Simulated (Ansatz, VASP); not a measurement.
# One calculation of C, two programs

```
CELL_PARAMETERS angstrom
0.64070 -4.28534 0.00000
0.64070 4.28534 0.00000
0.00000 0.00000 4.29102
ATOMIC_POSITIONS crystal
C 0.00000 0.00000 0.00000
```

Alike in both runs: functional PBE; k mesh 18 × 18 × 6; occupations gaussian, width 0.02 eV; no spin polarisation.

Ansatz relaxed the structure, and its values are those at the end. VASP's run is a single point on that final structure, the one shown.

|  | VASP | Ansatz |
| --- | --- | --- |
| version | VASP 6.6.1 | Ansatz 0.2.0 |
| potentials or method | VASP PAW PBE potentials, release 64 (C) | scalar-relativistic, plane waves, PAW |
| plane-wave cutoff (eV) | 520 | 420 |
| valence electrons in the cell | 4 | 4 |

```csv
,VASP,Ansatz,Ansatz less VASP
pressure (GPa),-0.1,0.0,+0.10
```
